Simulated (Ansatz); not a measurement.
# Mg: elastic constants with PBEsol+D4

The system is Mg.

```
CELL_PARAMETERS angstrom
3.16593 0.00000 0.00000
-1.58296 2.74177 0.00000
0.00000 0.00000 5.13988
ATOMIC_POSITIONS crystal
Mg 0.66667 0.33333 0.75000
Mg 0.33333 0.66667 0.25000
```

The cell isn't the ideal one: volume scaled by 0.96.

```yaml
Program: Ansatz 0.2.0
Task: elastic constants
Functional: PBEsol
Dispersion: D4
Potentials_or_basis: Ansatz PAW
Cutoff: 420 eV
Density_cutoff: 1680 eV
k_mesh: 8 × 8 × 5
Occupations: gaussian, width 0.05 eV
Spin: non-collinear spin, program default start
Driver: chain
Conventional: yes
Atoms_under_strain: relaxed
```

```json
{
  "Pressure": "0.1 GPa",
  "Band gap on the k mesh": "none (metal or under the smearing width)",
  "Net moment": "0.00 μB per cell",
  "Absolute moment": "0.00 μB per cell"
}
```

Stress tensor (GPa, compression positive):
```
-0.04  0.00  0.00
 0.00 -0.04  0.00
 0.00  0.00  0.32
```

Levels at points of the mesh, in eV from the Fermi level:
```
            k point  band 16  band 17  band 18  band 19  band 20  band 21  band 22  band 23  band 24  band 25
 (0.00, 0.00, 0.00)   -42.50    -7.03    -7.03    -1.71    -1.71    -1.21    -1.21    11.13    11.13    11.13
(0.00, -0.50, 0.00)   -42.51    -2.17    -2.17    -2.13    -2.13     2.72     2.72     3.05     3.05     3.38
```

It took 57 s on 2 threads of Arm Neoverse V1, on a shared host, peak memory 0.59 GiB.

Caveat: this version of the program is known to err on some quantities of such runs, which are left out of the summary and shouldn't be taken from the log; pairwise dispersion overbinds metals, which lowers pressure and volume.
